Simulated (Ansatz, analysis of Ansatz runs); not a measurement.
# Reproducing a measured charge-transition level: interstitial Mn in Si

Subject: interstitial Mn in Si. Wanted: its charge-transition level, in one set-up (r2SCAN, 64-site cell, r2SCAN lattice, 500 eV, k: the single point 1/4 1/4 1/4 then 2x2x2 shifted 0.5 0.5 0.5). The model is a cell of 64 host atoms with 1 Mn put in. The level is the Fermi energy at which two charge states have equal formation energy, after a correction for the images of the charge. A meta-GGA costs about twice a GGA and mends lattice constants and part of the gap.

What was measured. (+1/0) level below the conduction-band bottom: 0.42 eV, by DLTS (quoted in “Electronic structure of transition-atom impurities in semiconductors: Substitutional 3d impurities in silicon”, 1983, A. Zunger and U. Lindefelt, quoting earlier work (1981)).

Main program and level: Ansatz 0.2.0; plane-wave PAW DFT, r2SCAN; relaxation of all atoms of a defect supercell.

### 1. The structure

The cell holds 65 atoms: 64 Si and 1 Mn. Cell: a = 10.888 Å, b = 10.888 Å, c = 10.888 Å, α = 90.0°, β = 90.0°, γ = 90.0°. It derives from Si (space group Fd-3m). Nearest the centre at fractional (0.625, 0.625, 0.125): Mn65 at 0.00 Å, Si51 at 2.36 Å, Si50 at 2.36 Å, Si49 at 2.36 Å, Si52 at 2.36 Å, Si23 at 2.72 Å, Si38 at 2.72 Å, Si55 at 2.72 Å. The cell carries charge +1.

The host's primitive cell comes from a first run (plane-wave PAW DFT, r2SCAN; relaxation of the host's cell and atoms): vectors of 3.850, 3.850 and 3.850 Å. That is 20.17 Å³ an atom, 0.7 % over the diffraction cell's volume. The supercell is built on it.

### 2. Relaxation, charge +1

Every later number rests on the structure around the defect, so the atoms are relaxed at the host's lattice first.

relax0/input.yaml

```yaml
relax:
  f_tol: 0.02
  max_steps: 80
  random_displacement: { amplitude: 0.02, seed: 24 }
crystal:
  lattice:
    - [10.88847935, 0.0, 0.0]
    - [0.0, 10.88847935, 0.0]
    - [0.0, 0.0, 10.88847935]
  atoms:
    - { symbol: Si, position: [0.0, 0.0, 0.25] }
    - { symbol: Si, position: [0.0, 0.25, 0.0] }
    - { symbol: Si, position: [0.25, 0.0, 0.0] }
    - { symbol: Si, position: [0.25, 0.25, 0.25] }
    - { symbol: Si, position: [0.125, 0.125, 0.375] }
    - { symbol: Si, position: [0.125, 0.375, 0.125] }
    - { symbol: Si, position: [0.375, 0.125, 0.125] }
    - { symbol: Si, position: [0.375, 0.375, 0.375] }
    - { symbol: Si, position: [0.0, 0.0, 0.75] }
    - { symbol: Si, position: [0.0, 0.25, 0.5] }
    - { symbol: Si, position: [0.25, 0.0, 0.5] }
    - { symbol: Si, position: [0.25, 0.25, 0.75] }
    - { symbol: Si, position: [0.125, 0.125, 0.875] }
    - { symbol: Si, position: [0.125, 0.375, 0.625] }
    - { symbol: Si, position: [0.375, 0.125, 0.625] }
    - { symbol: Si, position: [0.375, 0.375, 0.875] }
    - { symbol: Si, position: [0.0, 0.5, 0.25] }
    - { symbol: Si, position: [0.0, 0.75, 0.0] }
    - { symbol: Si, position: [0.25, 0.5, 0.0] }
    - { symbol: Si, position: [0.25, 0.75, 0.25] }
    - { symbol: Si, position: [0.125, 0.625, 0.375] }
    - { symbol: Si, position: [0.125, 0.875, 0.125] }
    - { symbol: Si, position: [0.375, 0.625, 0.125] }
    - { symbol: Si, position: [0.375, 0.875, 0.375] }
    - { symbol: Si, position: [0.0, 0.5, 0.75] }
    - { symbol: Si, position: [0.0, 0.75, 0.5] }
    - { symbol: Si, position: [0.25, 0.5, 0.5] }
    - { symbol: Si, position: [0.25, 0.75, 0.75] }
    - { symbol: Si, position: [0.125, 0.625, 0.875] }
    - { symbol: Si, position: [0.125, 0.875, 0.625] }
    - { symbol: Si, position: [0.375, 0.625, 0.625] }
    - { symbol: Si, position: [0.375, 0.875, 0.875] }
    - { symbol: Si, position: [0.5, 0.0, 0.25] }
    - { symbol: Si, position: [0.5, 0.25, 0.0] }
    - { symbol: Si, position: [0.75, 0.0, 0.0] }
    - { symbol: Si, position: [0.75, 0.25, 0.25] }
    - { symbol: Si, position: [0.625, 0.125, 0.375] }
    - { symbol: Si, position: [0.625, 0.375, 0.125] }
    - { symbol: Si, position: [0.875, 0.125, 0.125] }
    - { symbol: Si, position: [0.875, 0.375, 0.375] }
    - { symbol: Si, position: [0.5, 0.0, 0.75] }
    - { symbol: Si, position: [0.5, 0.25, 0.5] }
    - { symbol: Si, position: [0.75, 0.0, 0.5] }
    - { symbol: Si, position: [0.75, 0.25, 0.75] }
    - { symbol: Si, position: [0.625, 0.125, 0.875] }
    - { symbol: Si, position: [0.625, 0.375, 0.625] }
    - { symbol: Si, position: [0.875, 0.125, 0.625] }
    - { symbol: Si, position: [0.875, 0.375, 0.875] }
    - { symbol: Si, position: [0.5, 0.5, 0.25] }
    - { symbol: Si, position: [0.5, 0.75, 0.0] }
    - { symbol: Si, position: [0.75, 0.5, 0.0] }
    - { symbol: Si, position: [0.75, 0.75, 0.25] }
    - { symbol: Si, position: [0.625, 0.625, 0.375] }
    - { symbol: Si, position: [0.625, 0.875, 0.125] }
    - { symbol: Si, position: [0.875, 0.625, 0.125] }
    - { symbol: Si, position: [0.875, 0.875, 0.375] }
    - { symbol: Si, position: [0.5, 0.5, 0.75] }
    - { symbol: Si, position: [0.5, 0.75, 0.5] }
    - { symbol: Si, position: [0.75, 0.5, 0.5] }
    - { symbol: Si, position: [0.75, 0.75, 0.75] }
    - { symbol: Si, position: [0.625, 0.625, 0.875] }
    - { symbol: Si, position: [0.625, 0.875, 0.625] }
    - { symbol: Si, position: [0.875, 0.625, 0.625] }
    - { symbol: Si, position: [0.875, 0.875, 0.875] }
    - { symbol: Mn, position: [0.625, 0.625, 0.125], spin: 4.0 }
  host:
    repeats: [2, 2, 2]
    atoms:
      - { symbol: Si, position: [0.0, 0.0, 0.5] }
      - { symbol: Si, position: [0.0, 0.5, 0.0] }
      # ... 6 more atoms of the perfect host
total_charge: 1
basis:
  ecutwfc: 500
  xc_grid: 2
hamiltonian:
  xc: r2scan
kpoints:
  mp_grid: { grid: [1, 1, 1], shift: [0.25, 0.25, 0.25] }
magnetization:
  spin_polarized: true
  initial_magnetization: 4
  spin_locking: { lock_magnetization: hard }
scf:
  occupations: { method: fermi_dirac, width: 0.01 }
  max_iter: 120
output:
  forces: true
  charged_corrections:
    epsilon: 13.32
    static_epsilon: 13.32
    defect_position: [0.625, 0.625, 0.125]
checkpoint:
  write: "../relax0.run"
  compress: false
  write_wavefunctions: true
  write_every: 100000
```

On the command line:

```
ansatz run input.yaml --threads 4 --pin off --max-ram 7536MiB --backend cpu --events-out ev --progress --plain --runs-dir out
```

Numbers of over 12 decimals in the logs are rounded to 6 here.

The log of the run:

```text
[... repeated set-up lines and file paths are left out, and long positions are rounded to six places ...]
Warning: This run holds its total moment fixed (magnetization.spin_locking.lock_magnetization: hard) and mixes its density by anderson or broyden (scf.mixing.algorithm, typed or taken by auto). [...]
Engine: ansatz 0.2.0, aarch64-unknown-linux-gnu
Pseudopotentials: kind: paw
Pseudopotential: Si, paw, valence charge 4, recommended cutoff 500 eV (meta_gga), Si.paw.azcp
Pseudopotential: Mn, paw, valence charge 15, recommended cutoff 500 eV (meta_gga), Mn.paw.azcp
Functional definition: r2SCAN
  parameter k0 = 0.174
  parameter k1 = 0.065
  parameter a1 = 4.9479
  exchange = r2scan_x(k0 = k0, k1 = k1, a1 = a1)
  correlation = r2scan_c
Crystal: 65 atoms, lattice volume = 1290.927 Å³
Basis set: ecut = 500 eV, 32795 PW (Γ), exchange–correlation on 160×160×160 points (8 copies of the dense FFT grid, shifted against one another)
Bands: 202, of which v1, the nominal top of the filled ones, is band 135 counted from 1 (134 counted from 0)
Symmetry: 1 space group operations
k-points: 1
Non-local potential: Si, projectors of the file, l = 0: 2, l = 1: 2, l = 2: 2
Non-local potential: Mn, projectors of the file, l = 0: 3, l = 1: 2, l = 2: 3, l = 3: 1
PAW form: soft (Blöchl's): semilocal exchange-correlation on the pseudo side does not see the compensation charge
PAW frozen core: Si, regenerated for the run's functional (the file was generated under x = pbe(κ = 0.804, μ = 0.219515), c = pbe(β = 0.066725))
PAW frozen core: Mn, regenerated for the run's functional (the file was generated under x = pbe(κ = 0.804, μ = 0.219515), c = pbe(β = 0.066725))
PAW one-centre angular grid: Si, 302 points (default); XC on 160 Gauss nodes
PAW one-centre angular grid: Mn, 590 points (default); XC on 160 Gauss nodes
Initial density: superposition of atomic densities (chi_scale 0.1, normalization cell)
Starting moments: Σ|m| = 4 μB on 1 of 65 sites
Initial wavefunctions: pseudopotential atomic-orbital guess
Functional: x = r2scan, c = r2scan; τ floored in thin density (d = 2e-4 eV/Å³)
SCF iter   1: F=—  HF=-44806.372538 eV  |F-HF|=—  |Δ(HF+E_count)|=         —  Δρ=2.30e-2 (↑2.30e-2 ↓2.30e-2)  dr2=2.51e1  dr2_τ=1.27e-1  dr2_m=5.70e-2  M=4.000 μB ∫|m|=4.669 μB  β_m=1.00  ethr=3.10e-3  ⟨swp⟩=6.0  Hψ=1842  notcnv=0  defer=82
preconditioner: auto → Resta (q_TF=auto, 2.102 Å⁻¹)  ε∞=4.9  [insulator: Δε(μ)=0.094 eV  Ē_g=8.448 eV  σ=0.010 eV  W_gap=0.98  n_scr=202 (ndim 8)  ℏωp=16.7 eV  f_vac=0.000  D(μ)=1.81/eV (n_scr^D=0)  ε∞_Penn≈4.9]
spin=Collinear: Resta preconditioning applied to the charge; magnetization (m = ρ↑ − ρ↓) channel mixes plain (no charge-response kernel on spin).
SCF iter   2: F=—  HF=-44807.123851 eV  |F-HF|=—  |Δ(HF+E_count)|=   7.51e-1  Δρ=1.75e-2 (↑1.73e-2 ↓1.75e-2)  dr2=1.44e1  dr2_τ=1.10e-2  dr2_m=1.60e-2  M=4.000 μB ∫|m|=4.900 μB  β_m=1.00  ethr=3.10e-3  ⟨swp⟩=2.5  Hψ=483  notcnv=0  defer=120  κ⁻¹=1.0e0(r=1)
SCF iter   3: F=—  HF=-44808.857286 eV  |F-HF|=—  |Δ(HF+E_count)|=    1.73e0  Δρ=3.06e-3 (↑2.94e-3 ↓3.06e-3)  dr2=5.28e-1  dr2_τ=2.01e-3  dr2_m=8.87e-3  M=4.000 μB ∫|m|=5.123 μB  β_m=1.00  ethr=3.10e-3  ⟨swp⟩=3.5  Hψ=626  notcnv=0  defer=120  κ⁻¹=1.6e-2(r=2)
SCF iter   4: F=—  HF=-44808.942287 eV  |F-HF|=—  |Δ(HF+E_count)|=   8.50e-2  Δρ=1.58e-3 (↑1.58e-3 ↓1.58e-3)  dr2=1.21e-1  dr2_τ=5.49e-4  dr2_m=1.14e-3  M=4.000 μB ∫|m|=4.971 μB  β_m=1.00  ethr=1.96e-4  ⟨swp⟩=4.0  Hψ=752  notcnv=0  defer=120  κ⁻¹=3.4e-3(r=3)
SCF iter   5: F=—  HF=-44809.008070 eV  |F-HF|=—  |Δ(HF+E_count)|=         —  Δρ=1.06e-3 (↑1.06e-3 ↓1.00e-3)  dr2=3.43e-2  dr2_τ=1.34e-4  dr2_m=3.39e-3  M=4.000 μB ∫|m|=4.815 μB  β_m=1.00  ethr=4.49e-5  ⟨swp⟩=2.0  Hψ=687  notcnv=0  defer=120  κ⁻¹=3.4e-3(r=3)
SCF iter   6: F=—  HF=-44809.017447 eV  |F-HF|=—  |Δ(HF+E_count)|=   9.38e-3  Δρ=6.60e-4 (↑6.60e-4 ↓6.25e-4)  dr2=1.62e-2  dr2_τ=6.22e-5  dr2_m=1.72e-4  M=4.000 μB ∫|m|=4.801 μB  β_m=1.00  ethr=1.27e-5  ⟨swp⟩=2.0  Hψ=427  notcnv=0  defer=120  κ⁻¹=5.1e-4(r=4)
SCF iter   7: F=—  HF=-44809.033985 eV  |F-HF|=—  |Δ(HF+E_count)|=   1.65e-2  Δρ=2.27e-4 (↑1.84e-4 ↓2.27e-4)  dr2=1.96e-3  dr2_τ=1.04e-5  dr2_m=6.82e-5  M=4.000 μB ∫|m|=4.780 μB  β_m=1.00  ethr=6.01e-6  ⟨swp⟩=2.5  Hψ=690  notcnv=0  defer=120  κ⁻¹=3.5e-5(r=5)
SCF iter   8: F=—  HF=-44809.035418 eV  |F-HF|=—  |Δ(HF+E_count)|=   1.43e-3  Δρ=9.98e-5 (↑9.98e-5 ↓7.25e-5)  dr2=3.65e-4  dr2_τ=1.79e-6  dr2_m=1.71e-5  M=4.000 μB ∫|m|=4.792 μB  β_m=1.00  ethr=7.26e-7  ⟨swp⟩=2.0  Hψ=683  notcnv=0  defer=120  κ⁻¹=4.4e-6(r=6)
SCF iter   9: F=—  HF=-44809.035289 eV  |F-HF|=—  |Δ(HF+E_count)|=   1.29e-4  Δρ=5.73e-5 (↑5.73e-5 ↓4.29e-5)  dr2=7.29e-5  dr2_τ=5.56e-7  dr2_m=3.82e-6  M=4.000 μB ∫|m|=4.789 μB  β_m=1.00  ethr=1.35e-7  ⟨swp⟩=2.0  Hψ=682  notcnv=0  defer=120  κ⁻¹=2.4e-6(r=7)
SCF iter  10: F=—  HF=-44809.035308 eV  |F-HF|=—  |Δ(HF+E_count)|=   1.88e-5  Δρ=2.92e-5 (↑2.19e-5 ↓2.92e-5)  dr2=1.95e-5  dr2_τ=2.86e-7  dr2_m=7.03e-7  M=4.000 μB ∫|m|=4.789 μB  β_m=1.00  ethr=2.70e-8  ⟨swp⟩=2.0  Hψ=681  notcnv=0  defer=120  κ⁻¹=3.6e-7(r=8)
SCF iter  11: F=—  HF=-44809.035330 eV  |F-HF|=—  |Δ(HF+E_count)|=   2.27e-5  Δρ=1.13e-5 (↑1.13e-5 ↓7.24e-6)  dr2=3.72e-6  dr2_τ=1.10e-8  dr2_m=2.14e-7  M=4.000 μB ∫|m|=4.787 μB  β_m=1.00  ethr=7.21e-9  ⟨swp⟩=2.0  Hψ=676  notcnv=0  defer=120  κ⁻¹=5.0e-8(r=8)
SCF iter  12: F=—  HF=-44809.035337 eV  |F-HF|=—  |Δ(HF+E_count)|=   7.04e-6  Δρ=1.41e-5 (↑1.03e-5 ↓1.41e-5)  dr2=1.21e-5  dr2_τ=2.01e-8  dr2_m=6.54e-8  M=4.000 μB ∫|m|=4.787 μB  β_m=1.00  ethr=1.38e-9  ⟨swp⟩=2.0  Hψ=674  notcnv=0  defer=120  κ⁻¹=2.5e-7(r=8)
SCF iter  13: F=-44809.035337 eV  HF=-44809.035337 eV  |F-HF|=1.02e-7  |Δ(HF+E_count)|=   6.29e-7  Δρ=3.01e-6 (↑1.99e-6 ↓3.01e-6)  dr2=1.71e-7  dr2_τ=6.77e-10  dr2_m=1.52e-8  M=4.000 μB ∫|m|=4.787 μB  ethr=1.38e-9  ⟨swp⟩=2.0  Hψ=1081  notcnv=0
SCF 1 converged in 13 iterations: F = -44809.035337 eV  dr2 = 1.71e-7
  greatest PAW one-centre occupation: 1.005 electrons in one spin orbital (limit 2), on the Mn atom at site 64 (counted from 0), in its partial waves of l = 1
relax step   1: F+E_penalty+E_count = -44809.03533672 eV  Δ(F+E_penalty+E_count) = +0.000e0 eV  max|allowed force component| = 1.033e0 eV/Å  Δτ_max = 0.0000 Å  (13 SCF iters, dr2 threshold 1.00e-5 eV, accepted)
[... the SCF cycles and remarks between the steps are left out from here to the last step ...]
relax step   2: F+E_penalty+E_count = -44809.45616673 eV  Δ(F+E_penalty+E_count) = -4.208e-1 eV  max|allowed force component| = 3.823e-1 eV/Å  Δτ_max = 0.0796 Å  (8 SCF iters, dr2 threshold 6.67e-5 eV, accepted)
relax step   3: F+E_penalty+E_count = -44809.41550689 eV  Δ(F+E_penalty+E_count) = +4.066e-2 eV  max|allowed force component| = 5.996e-1 eV/Å  Δτ_max = 0.0777 Å  (8 SCF iters, dr2 threshold 9.14e-6 eV, rejected (line search))
relax step   4: F+E_penalty+E_count = -44809.49352415 eV  Δ(F+E_penalty+E_count) = -3.736e-2 eV  max|allowed force component| = 3.322e-2 eV/Å  Δτ_max = 0.0367 Å  (11 SCF iters, accepted)
SCF iter   1: F=—  HF=-44809.493220 eV  |F-HF|=—  |Δ(HF+E_count)|=         —  Δρ=1.26e-4 (↑8.81e-5 ↓1.26e-4)  dr2=3.34e-4  dr2_τ=2.71e-4  dr2_m=6.44e-5  M=4.000 μB ∫|m|=4.873 μB  β_m=1.00  ethr=5.68e-7  ⟨swp⟩=5.0  Hψ=959  notcnv=0  defer=120
SCF iter   2: F=—  HF=-44809.493979 eV  |F-HF|=—  |Δ(HF+E_count)|=   7.59e-4  Δρ=5.79e-5 (↑5.37e-5 ↓5.79e-5)  dr2=1.30e-4  dr2_τ=6.52e-7  dr2_m=1.38e-6  M=4.000 μB ∫|m|=4.873 μB  β_m=1.00  ethr=1.24e-7  ⟨swp⟩=2.0  Hψ=737  notcnv=0  defer=120  κ⁻¹=1.0e0(r=1)
SCF iter   3: F=—  HF=-44809.493979 eV  |F-HF|=—  |Δ(HF+E_count)|=   9.07e-8  Δρ=3.58e-5 (↑3.58e-5 ↓3.52e-5)  dr2=5.11e-5  dr2_τ=1.50e-7  dr2_m=7.08e-8  M=4.000 μB ∫|m|=4.873 μB  β_m=1.00  ethr=4.81e-8  ⟨swp⟩=2.0  Hψ=409  notcnv=0  defer=120  κ⁻¹=5.1e-2(r=2)
SCF iter   4: F=—  HF=-44809.493983 eV  |F-HF|=—  |Δ(HF+E_count)|=   3.87e-6  Δρ=1.12e-5 (↑1.12e-5 ↓1.02e-5)  dr2=4.24e-6  dr2_τ=1.22e-8  dr2_m=4.96e-8  M=4.000 μB ∫|m|=4.873 μB  β_m=1.00  ethr=1.89e-8  ⟨swp⟩=2.0  Hψ=674  notcnv=0  defer=120  κ⁻¹=3.7e-3(r=3)
SCF iter   5: F=—  HF=-44809.493984 eV  |F-HF|=—  |Δ(HF+E_count)|=   1.15e-6  Δρ=6.12e-6 (↑5.61e-6 ↓6.12e-6)  dr2=1.33e-6  dr2_τ=6.11e-9  dr2_m=5.26e-9  M=4.000 μB ∫|m|=4.873 μB  β_m=1.00  ethr=1.57e-9  ⟨swp⟩=2.0  Hψ=667  notcnv=0  defer=120  κ⁻¹=9.6e-4(r=4)
SCF iter   6: F=—  HF=-44809.493984 eV  |F-HF|=—  |Δ(HF+E_count)|=   4.55e-7  Δρ=1.70e-6 (↑1.53e-6 ↓1.70e-6)  dr2=1.09e-7  dr2_τ=4.45e-10  dr2_m=3.39e-9  M=4.000 μB ∫|m|=4.873 μB  β_m=1.00  ethr=4.93e-10  ⟨swp⟩=2.0  Hψ=674  notcnv=0  defer=120  κ⁻¹=3.5e-5(r=5)
SCF iter   7: F=-44809.493984 eV  HF=-44809.493984 eV  |F-HF|=1.20e-8  |Δ(HF+E_count)|=   4.35e-8  Δρ=1.06e-6 (↑8.36e-7 ↓1.06e-6)  dr2=3.26e-8  dr2_τ=2.37e-10  dr2_m=6.36e-10  M=4.000 μB ∫|m|=4.873 μB  ethr=3.70e-11  ⟨swp⟩=2.0  Hψ=1357  notcnv=0
SCF 5 converged in 7 iterations: F = -44809.493984 eV  dr2 = 3.26e-8
relax step   5: F+E_penalty+E_count = -44809.49398440 eV  Δ(F+E_penalty+E_count) = -4.602e-4 eV  max|allowed force component| = 1.503e-2 eV/Å  Δτ_max = 0.0043 Å  (7 SCF iters, accepted)
NSCF: frozen V_eff on 1 k-points
the band table was solved once a step of the walk had ended and its energy, with any forces and stress, was formed, with the checks that follow a solve (2083 applications of the Hamiltonian). They found nothing against the state; [...]
iter 1 solved again at ethr=9.10e-12 eV; its pass at ethr=3.10e-3 eV (dr2=2.46e-8 eV) is discarded
SCF iter   1: F=—  HF=-44809.493984 eV  |F-HF|=—  |Δ(HF+E_count)|=         —  Δρ=9.21e-7 (↑8.13e-7 ↓9.21e-7)  dr2=2.49e-8  dr2_τ=2.39e-10  dr2_m=5.94e-10  M=4.000 μB ∫|m|=4.873 μB  β_m=1.00  ethr=9.10e-12  ⟨swp⟩=2.0  Hψ=1393  notcnv=0
SCF iter   2: F=-44809.493984 eV  HF=-44809.493984 eV  |F-HF|=9.28e-9  |Δ(HF+E_count)|=   1.11e-8  Δρ=8.93e-7 (↑6.50e-7 ↓8.93e-7)  dr2=2.00e-8  dr2_τ=8.92e-11  dr2_m=3.31e-10  M=4.000 μB ∫|m|=4.873 μB  ethr=9.10e-12  ⟨swp⟩=2.0  Hψ=1217  notcnv=0
SCF 6 converged in 2 iterations: F = -44809.493984 eV  dr2 = 2.00e-8
NSCF: frozen V_eff on 1 k-points
the band table was solved once a step of the walk had ended and its energy, with any forces and stress, was formed, with the checks that follow a solve (1376 applications of the Hamiltonian). They found nothing against the state; [...]
SCF converged after 2 iterations
Stability not checked: this state was not tested for a lower state beside it, because the mixer in use, unlike msr1, does not test its closes by its own steps (another_mixer; see scf.mixing.algorithm and scf.lower_state_search)
Magnetization: 4.0000 μB (137.0000 up, 133.0000 down)
Absolute magnetization: 4.8786 μB (∫|ρ↑−ρ↓|, with the PAW one-centre terms)
Spin contamination: 0.2273 ħ² per cell (⟨S²⟩ above its minimum at these occupations)
Per-site moments (μB) at R_I (Å): [(0.00193908, 0.970488), (0.00489364, 0.969896), (0.0049061, 0.969849), [... 62 left out ...]
Free energy (F): -44809.493984 eV
Harris-Foulkes:  -44809.493984 eV  (|F-HF|=9.28e-9)
Internal energy: -44809.493984 eV  (E = F + TS)
E sigma→0 (E₀):  -44809.493984 eV
Fermi energy:    6.766531 (↑ 6.635800, ↓ 6.766531) eV
--- Per-component energies (eV) ---
  E_band       = -137.505608
  E_kinetic    = 2886.899221
  E_local      = -5788.311535  (includes V_loc(G=0)·N_el)
  E_nonlocal   = 1846.607226
  E_hartree    = 2300.376974
  E_xc         = -3398.395292
  E_vxc        = -3334.637008  (∫ρ·V_xc dr)
  E_paw        = -34564.396885  (= ΣΔE_a)
  E_vpaw       = -484.000920  (= ΣTr[D̂ρ^β])
  E_aug_tail   = 0.000270  (compensation charges beyond the density's cutoff)
  E_vtau       = 135.178129  (kinetic-family band-sum trace: ∫τ·v_τ [+ j·A + Jᵃ·Aᵃ] dr)
  E_ewald      = -8087.099210
  E_core_change = -5.174754  (= ΣΔE_core)
  E_smearing   = -0.000000  (= −TS)
  E_closure    = 0.000000  (closes the sum)
  E_deformation_potential = 12.737842  (in the stress; not in F)
  Σ components = -44809.493984   (vs F -44809.493984, Δ=0.00e0)
--- Forces (eV/Å), atoms counted from 1 ---
  atom   1  Si     0.00175980    -0.00012906    -0.00042345
  atom   2  Si     0.00150303     0.00116618    -0.00056879
  [... 20 atoms left out ...]
  atom  23  Si    -0.00519532     0.00106651    -0.00033572
  [... 14 atoms left out ...]
  atom  38  Si    -0.00001549    -0.00352491     0.00002832
  [... 10 atoms left out ...]
  atom  49  Si    -0.00187794     0.00470512    -0.00260093
  atom  50  Si    -0.00157358    -0.00611766    -0.00104719
  atom  51  Si    -0.00322593     0.00143572     0.00057520
  atom  52  Si    -0.00073389     0.00031009     0.00048032
  atom  53  Si    -0.00311077    -0.00182433    -0.00032869
  [... 1 atom left out ...]
  atom  55  Si     0.00050856    -0.00233485    -0.00229214
  [... 5 atoms left out ...]
  atom  61  Si    -0.00079795     0.00331723    -0.00365679
  [... 3 atoms left out ...]
  atom  65  Mn     0.01494090    -0.00189777     0.01181247
  max |Σ_I F_I| component: 1.84e-3 eV/Å
--- Charged-cell corrections in eV (Makov–Payne, q = +1.000 e, ε = 13.320) ---
  F (periodic)     = -44809.493984  (uncorrected; the corrections below are reported, never added to it)
  E_corr1          = +0.140849  (monopole, q²α_M/2εL)
  F Makov-Payne    = -44809.353135  (F + E_corr1; no measured alignment; for a localised charge, not one spread in a band: unchecked)
  no potential alignment in this run, which stands beside a crystal: run the host's input off ansatz write-host-input, and read the two finished runs by ansatz place-levels (neither reads a slab, a wire or a sheet, whose cell leaves a vacuum)
--- Band table (eV) ---
  k-point 0 ↑: bands = ["-77.7668", "-45.4949", "-45.4932", "-44.9060", [... 194 left out ...] "10.6287", "10.6457", "10.8521", "10.8670"]
  k-point 0 ↓: bands = ["-73.0779", "-40.6690", "-40.6681", "-40.6011", [... 194 left out ...] "10.7384", "10.7388", "10.8871", "10.9025"]
--- Relaxed structure (5 steps of the walk, 4 accepted, 0 SCFs on fresh bases) ---
  F+E_penalty+E_count = -44809.49398440 eV   max|allowed force component| = 1.503e-2 eV/Å
  atoms:
    - { symbol: Si, position: [3.12893110449937e-5, 0.000274, 0.249359] }
    - { symbol: Si, position: [0.000539, 0.249337, 0.000497] }
    [... 20 atoms left out ...]
    - { symbol: Si, position: [0.375229, 0.624608, 0.124556] }
    [... 14 atoms left out ...]
    - { symbol: Si, position: [0.624400, 0.375372, 0.124563] }
    [... 10 atoms left out ...]
    - { symbol: Si, position: [0.495901, 0.495999, 0.257117] }
    - { symbol: Si, position: [0.495826, 0.757322, -0.003988] }
    - { symbol: Si, position: [0.756915, 0.496072, -0.003936] }
    - { symbol: Si, position: [0.751673, 0.751945, 0.251879] }
    - { symbol: Si, position: [0.624353, 0.624579, 0.379379] }
    [... 1 atom left out ...]
    - { symbol: Si, position: [0.879163, 0.624587, 0.124572] }
    [... 5 atoms left out ...]
    - { symbol: Si, position: [0.624351, 0.624618, 0.875394] }
    [... 3 atoms left out ...]
    - { symbol: Mn, position: [0.624942, 0.625530, 0.125203] }
```

Run time: 6 min. Hardware: 4 threads of Arm Neoverse V1, shared host; peak memory 3.9 GiB.

(Continued in part 2 of 2.)

[Logs are printed without paths, hosts, clocks, repeated set-up lines and the standing remarks that a program may print on its own settings, such as how far it seeks lower states.]

[Hosts, paths, dates, database ids (printed as entryN), source tags and the programs' standing remarks are cut or masked in the printed files.]

[For some hosts the program warned that the k-mesh of the response run may be too coarse for force constants and the static dielectric constant; such warnings are not shown here.]
